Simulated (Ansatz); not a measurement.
# Sb (P-1) in Ansatz: convergence with scf convergence dr2 threshold

Aim: find how far scf convergence dr2 threshold must go before the results for Sb settle, at r2SCAN. This setting moves, with any that are tied to it; all else stays.

Everything below comes from runs of Ansatz 0.2.0. Logs are shortened: lines on timing, memory, paths and dates and some standing lists are left out, and cuts for length are marked.

### 1 The cell of the first run

The typed cell holds 2 atoms: a = 3.122 Å, b = 4.348 Å, c = 4.406 Å, α = 90.00°, β = 90.51°, γ = 90.00°.

This isn't the form of Sb at room conditions, which is rhombohedral.

The cell isn't the ideal one: atoms moved at random, drawn with an rms of 0.05 Å.

### 2 With scf convergence dr2 threshold 0.01

Contents of input.yaml:

```yaml
crystal:
  lattice:
    - [3.122402, 0.0, 0.0]
    - [0.0, 4.347518, 0.0]
    - [-0.038915, 0.0, 4.405852]
  atoms:
    - { symbol: Sb, position: [0.012176, 0.261488, 0.242609] }
    - { symbol: Sb, position: [1.001542, 0.746485, 0.765354] }
hamiltonian:
  xc: r2scan
  pseudopotentials: { kind: paw }
kpoints:
  mp_grid: { grid: [6, 5, 5] }
scf:
  occupations: { method: fermi_dirac, width: 0.05 }
  convergence: { dr2_threshold: 0.01 }
output:
  forces: true
  stress: true
  eigenvalues: true
```

Potentials or basis: Ansatz PAW.

The run is started by

```bash
ansatz run input.yaml --threads 2 --pin off --max-ram 5632MiB --backend cpu --events-out ev --progress --plain --runs-dir out
```

The log of the run:

```text
Warning: scf.convergence.dr2_threshold = 1e-2 eV is looser than this run's default, which is 1e-7 eV or tighter. The error in the forces grows as the threshold's square root, so leave the key out unless less accurate forces are enough
Warning: output.stress: scf.convergence.dr2_threshold = 1e-2 eV is looser than the 2e-10 eV advised for a printed stress (1e-10 eV for each atom of the cell: 2). What an SCF threshold leaves in a stress goes as its square root, and in the free energy as the threshold itself, and one threshold admits the most on a small cell: of the crystals measured, under no hybrid functional and no lock of the moments, on runs that ended without the residual-converged pass, on stresses that held no estimate of that error, the worst erred by over 100 MPa in a component at 1e-7 eV an atom and by under 5 at 1e-10. Set scf.convergence.dr2_threshold to 2e-10 eV or tighter. The threshold is an SCF's pass mark: one that does not reach it within its budget of iterations ends unconverged, or closes short of it on a stop that the run arms, and scf.convergence.dr2_threshold's page says what that costs each kind of run
Warning: RAYON_NUM_THREADS=2 ignored (pool sized by the plan → 2); use --threads N
Engine: ansatz 0.2.0, aarch64-unknown-linux-gnu
Pseudopotentials: kind: paw
Pseudopotential: Sb, paw, valence charge 15, recommended cutoff 500 eV (meta_gga), Sb.paw.azcp
Functional definition: r2SCAN
  parameter k0 = 0.174
  parameter k1 = 0.065
  parameter a1 = 4.9479
  exchange = r2scan_x(k0 = k0, k1 = k1, a1 = a1)
  correlation = r2scan_c
Crystal: 2 atoms, lattice volume = 59.808 Å³
Basis set: ecut = 500 eV, 1513 PW (Γ), exchange–correlation on 96×128×144 points (64 copies of the dense FFT grid, shifted against one another)
Bands: 19, of which v1, the nominal top of the filled ones, is band 15 counted from 1 (14 counted from 0)
Symmetry: 2 space group operations
Space group: P-1 (ITA 2), of the structure as read, at distance tolerance 3.9e-5 Å
k-points: 76 of 150
Non-local potential: Sb, projectors of the file, l = 0: 2, l = 1: 2, l = 2: 2, l = 3: 2
PAW form: soft (Blöchl's): semilocal exchange-correlation on the pseudo side does not see the compensation charge
PAW frozen core: Sb, regenerated for the run's functional (the file was generated under x = pbe(κ = 0.804, μ = 0.2195149727645171), c = pbe(β = 0.06672455060314922))
PAW one-centre angular grid: Sb, 590 points (default); XC on 160 Gauss nodes
Initial density: superposition of atomic densities (neutral atoms: chi_scale 0, normalization atom), corrected by the library's trained network
Initial wavefunctions: pseudopotential atomic-orbital guess
Functional: x = r2scan, c = r2scan; τ floored in thin density (d = 2e-4 eV/Å³)
SCF iter   1: F=—  HF=-12998.121635 eV  |F-HF|=—  |Δ(HF+E_count)|=         —  Δρ=5.15e-3  dr2=7.50e-3  dr2_τ=6.90e-4  ethr=1.77e-3  ⟨swp⟩=6.4  Hψ=7620  notcnv=0
preconditioner: auto → Kerker (q_TF=auto, 2.432 Å⁻¹)  [metal: Δε(μ)=0.028 eV  Ē_g=9.174 eV  σ=0.050 eV  W_gap=0.14  n_scr=10 (ndim 8)  ℏωp=15.2 eV  f_vac=0.002  D(μ)=1.64/eV (n_scr^D=10)]
SCF iter   2: F=—  HF=-12998.134342 eV  |F-HF|=—  |Δ(HF+E_count)|=   1.27e-2  Δρ=2.99e-3  dr2=3.12e-3  dr2_τ=4.63e-5  ethr=2.50e-5  ⟨swp⟩=5.4  Hψ=8572  notcnv=0
iter 3 did not close the SCF: its close was put off for the readings that it lacked (scf_convergence_deferred on its scf_iter line)
SCF iter   3: F=-12998.134958 eV  HF=-12998.134990 eV  |F-HF|=3.15e-5  |Δ(HF+E_count)|=   6.48e-4  Δρ=5.41e-4  dr2=2.15e-4  dr2_τ=5.77e-6  ethr=1.04e-5  ⟨swp⟩=2.0  Hψ=1640  notcnv=0
iter 4 did not close the SCF: its close was put off for the readings that it lacked (scf_convergence_deferred on its scf_iter line)
SCF iter   4: F=-12998.134994 eV  HF=-12998.134993 eV  |F-HF|=7.46e-7  |Δ(HF+E_count)|=   3.18e-6  Δρ=2.12e-4  dr2=3.06e-5  dr2_τ=4.37e-7  ethr=7.16e-7  ⟨swp⟩=3.0  Hψ=2622  notcnv=0
iter 5 did not close the SCF: its close was put off for the readings that it lacked (scf_convergence_deferred on its scf_iter line)
SCF iter   5: F=-12998.134998 eV  HF=-12998.134998 eV  |F-HF|=5.92e-7  |Δ(HF+E_count)|=   4.66e-6  Δρ=5.46e-5  dr2=2.88e-6  dr2_τ=2.80e-8  ethr=1.02e-7  ⟨swp⟩=2.0  Hψ=1778  notcnv=0
SCF iter   6: F=-12998.134999 eV  HF=-12998.134999 eV  |F-HF|=4.71e-9  |Δ(HF+E_count)|=   1.03e-6  Δρ=1.45e-5  dr2=1.38e-7  dr2_τ=2.34e-9  ethr=9.59e-9  ⟨swp⟩=2.4  Hψ=4905  notcnv=0
SCF 1 converged in 6 iterations: F = -12998.134999 eV  dr2 = 1.38e-7
SCF converged after 6 iterations
Free energy (F): -12998.134999 eV
Harris-Foulkes:  -12998.134999 eV  (|F-HF|=4.71e-9)
Internal energy: -12998.121972 eV  (E = F + TS)
E sigma→0 (E₀):  -12998.128485 eV
Entropy (-TS):   -0.013027 eV (-6.513 meV/atom)
Fermi energy:    9.944587 eV
--- Per-component energies (eV) ---
  E_band       = -356.332259
  E_kinetic    = 411.571557
  E_local      = -3150.094661  (includes V_loc(G=0)·N_el)
  E_nonlocal   = 725.891861
  E_hartree    = 1430.301011
  E_xc         = -254.128412
  E_vxc        = -204.824826  (∫ρ·V_xc dr)
  E_paw        = -9203.759012  (= ΣΔE_a)
  E_vpaw       = -1013.293831  (= ΣTr[D̂ρ^β])
  E_aug_tail   = -0.000001  (compensation charges beyond the density's cutoff)
  E_vtau       = 13.834117  (kinetic-family band-sum trace: ∫τ·v_τ [+ j·A + Jᵃ·Aᵃ] dr)
  E_ewald      = -2958.916387
  E_core_change = 1.012074  (= ΣΔE_core)
  E_smearing   = -0.013027  (= −TS)
  E_closure    = -0.000000  (closes the sum)
  Σ components = -12998.134999   (vs F -12998.134999, Δ=0.00e0)
--- Forces (eV/Å), atoms counted from 1 ---
  atom   1  Sb    -0.01993024    -0.18311603     0.23245231
  atom   2  Sb     0.01993024     0.18311603    -0.23245231
  max |Σ_I F_I| component: 0.00e0 eV/Å
--- Stress (GPa, compression-positive) ---
       -4.709421       0.008610       0.008496
        0.008610       1.323564      -0.319213
        0.008495      -0.319213       1.807236
  P = ⅓ Tr σ = -0.5262 GPa (-5.262 kbar)
--- Band table (eV; the first three rows and the last of 76) ---
  k-point 0: bands = ["-20.1854", "-20.1740", "-20.0889", "-20.0854", "-20.0381", "-20.0319", "-19.9896", "-19.9851", "-19.9706", "-19.8907", "-3.1125", "2.3463", "6.0418", "6.1802", "12.1672", "13.0987", "13.4012", "13.6147", "17.1435"]
  k-point 1: bands = ["-20.1756", "-20.1510", "-20.0947", "-20.0759", "-20.0342", "-20.0279", "-19.9940", "-19.9889", "-19.9803", "-19.9171", "-2.8117", "1.2905", "6.5479", "6.8698", "11.7199", "11.9938", "13.3966", "13.6309", "16.8755"]
  k-point 2: bands = ["-20.1539", "-20.1184", "-20.0870", "-20.0488", "-20.0253", "-20.0176", "-20.0060", "-20.0039", "-19.9977", "-19.9806", "-1.9456", "-0.4023", "7.6055", "8.2691", "9.5597", "10.0389", "14.2281", "15.6048", "16.5844"]
  k-point 75: bands = ["-20.0896", "-20.0867", "-20.0808", "-20.0459", "-20.0385", "-20.0362", "-20.0300", "-20.0049", "-19.9505", "-19.9248", "0.9038", "2.3425", "5.3160", "6.3910", "7.4389", "8.9992", "13.3887", "13.4756", "14.6291"]
```

It took 6.1 s on 2 threads of Arm Neoverse V2, shared host; peak memory 0.48 GiB.

What came out:

| Quantity | Value |
| --- | --- |
| Free energy | -12998.1350 eV |
| Pressure | -0.5 GPa |
| Largest force | 0.297 eV/Å |
| Band gap on the k mesh | none (metal or under the smearing width) |

### 3 With scf convergence dr2 threshold 0.001

Edit input.yaml of step 2 so:

```diff
@@ -15,3 +15,3 @@
   occupations: { method: fermi_dirac, width: 0.05 }
-  convergence: { dr2_threshold: 0.01 }
+  convergence: { dr2_threshold: 0.001 }
 output:
```

Potentials or basis: Ansatz PAW.

The run is started by

```bash
ansatz run input.yaml --threads 2 --pin off --max-ram 5632MiB --backend cpu --events-out ev --progress --plain --runs-dir out
```

It took 5.4 s on 2 threads of Arm Neoverse V2, shared host; peak memory 0.48 GiB.

Results:

```yaml
Free_energy: -12998.1350 eV
Pressure: -0.5 GPa
Largest_force: 0.296 eV/Å
Band_gap_on_the_k_mesh: none (metal or under the smearing width)
```

### 4 With scf convergence dr2 threshold 0.0001

Edit input.yaml of step 3 so:

```diff
@@ -15,3 +15,3 @@
   occupations: { method: fermi_dirac, width: 0.05 }
-  convergence: { dr2_threshold: 0.001 }
+  convergence: { dr2_threshold: 0.0001 }
 output:
```

The run is started by

```bash
ansatz run input.yaml --threads 2 --pin off --max-ram 5632MiB --backend cpu --events-out ev --progress --plain --runs-dir out
```

Run time: 5.4 s. Hardware: 2 threads of Arm Neoverse V2, shared host; peak memory 0.48 GiB.

What came out:

* Free energy: -12998.1350 eV
* Pressure: -0.5 GPa
* Largest force: 0.296 eV/Å
* Band gap on the k mesh: none (metal or under the smearing width)

### 5 With scf convergence dr2 threshold 1e-05

Edit input.yaml of step 4 so:

```diff
@@ -15,3 +15,3 @@
   occupations: { method: fermi_dirac, width: 0.05 }
-  convergence: { dr2_threshold: 0.0001 }
+  convergence: { dr2_threshold: 1.0e-05 }
 output:
```

The run is started by

```bash
ansatz run input.yaml --threads 2 --pin off --max-ram 5632MiB --backend cpu --events-out ev --progress --plain --runs-dir out
```

Wall time 5.3 s (2 threads of Arm Neoverse V2, shared host); peak memory 0.48 GiB.

What came out:

```
Free energy            : -12998.1350 eV
Pressure               : -0.5 GPa
Largest force          : 0.297 eV/Å
Band gap on the k mesh : none (metal or under the smearing width)
```

### 6 With scf convergence dr2 threshold 1e-06

Edit input.yaml of step 5 so:

```diff
@@ -15,3 +15,3 @@
   occupations: { method: fermi_dirac, width: 0.05 }
-  convergence: { dr2_threshold: 1.0e-05 }
+  convergence: { dr2_threshold: 1.0e-06 }
 output:
```

Potentials or basis: Ansatz PAW.

The run is started by

```bash
ansatz run input.yaml --threads 2 --pin off --max-ram 5632MiB --backend cpu --events-out ev --progress --plain --runs-dir out
```

Wall time 5.2 s (2 threads of Arm Neoverse V2, shared host); peak memory 0.48 GiB.

The run converged. Its results:

* Free energy: -12998.1350 eV
* Pressure: -0.5 GPa
* Largest force: 0.297 eV/Å
* Band gap on the k mesh: none (metal or under the smearing width)

### 7 With scf convergence dr2 threshold 1e-07

Edit input.yaml of step 6 so:

```diff
@@ -15,3 +15,3 @@
   occupations: { method: fermi_dirac, width: 0.05 }
-  convergence: { dr2_threshold: 1.0e-06 }
+  convergence: { dr2_threshold: 1.0e-07 }
 output:
```

The run is started by

```bash
ansatz run input.yaml --threads 2 --pin off --max-ram 5632MiB --backend cpu --events-out ev --progress --plain --runs-dir out
```

Run time: 5.2 s. Hardware: 2 threads of Arm Neoverse V2, shared host; peak memory 0.48 GiB.

Results (log left out):

| Quantity | Value |
| --- | --- |
| Free energy | -12998.1350 eV |
| Pressure | -0.5 GPa |
| Largest force | 0.296 eV/Å |
| Band gap on the k mesh | none (metal or under the smearing width) |

### 8 With scf convergence dr2 threshold 1e-09

Edit input.yaml of step 7 so:

```diff
@@ -15,3 +15,3 @@
   occupations: { method: fermi_dirac, width: 0.05 }
-  convergence: { dr2_threshold: 1.0e-07 }
+  convergence: { dr2_threshold: 1.0e-09 }
 output:
```

The run is started by

```bash
ansatz run input.yaml --threads 2 --pin off --max-ram 5632MiB --backend cpu --events-out ev --progress --plain --runs-dir out
```

It took 5.6 s on 2 threads of Arm Neoverse V2, shared host; peak memory 0.48 GiB.

The run converged. Its results:

```
Free energy            : -12998.1350 eV
Pressure               : -0.5 GPa
Largest force          : 0.297 eV/Å
Band gap on the k mesh : none (metal or under the smearing width)
```

### 9 With scf convergence dr2 threshold 1e-11

Edit input.yaml of step 8 so:

```diff
@@ -15,3 +15,3 @@
   occupations: { method: fermi_dirac, width: 0.05 }
-  convergence: { dr2_threshold: 1.0e-09 }
+  convergence: { dr2_threshold: 1.0e-11 }
 output:
```

Potentials or basis: Ansatz PAW.

The run is started by

```bash
ansatz run input.yaml --threads 2 --pin off --max-ram 5632MiB --backend cpu --events-out ev --progress --plain --runs-dir out
```

Wall time 6.7 s (2 threads of Arm Neoverse V2, shared host); peak memory 0.48 GiB.

The run converged. Its results:

```yaml
Free_energy: -12998.1350 eV
Pressure: -0.5 GPa
Largest_force: 0.297 eV/Å
Band_gap_on_the_k_mesh: none (metal or under the smearing width)
```

### 10 The series at a glance

| scf convergence dr2 threshold | energy less the tightest run, at zero smearing (meV/atom) | SCF cycles | CPU time (s) | peak memory (GiB) |
| --- | --- | --- | --- | --- |
| 0.01 | 0.00 | 6 | 12 | 0.48 |
| 0.001 | 0.00 | 6 | 11 | 0.48 |
| 0.0001 | 0.00 | 6 | 11 | 0.48 |
| 1e-05 | 0.00 | 6 | 10 | 0.48 |
| 1e-06 | 0.00 | 6 | 10 | 0.48 |
| 1e-07 | 0.00 | 7 | 10 | 0.48 |
| 1e-09 | 0.00 | 8 | 11 | 0.48 |
| 1e-11 | 0.00 | 10 | 13 | 0.48 |

Against the tightest run, the energy stays within 1 meV/atom from 0.01 on. The tightest run that finished is the yardstick and may itself not be fully converged.

Caveats: the PAW data sets come from PBE, with cores solved anew for the run's functional, which leaves a small shift of forces and pressure.
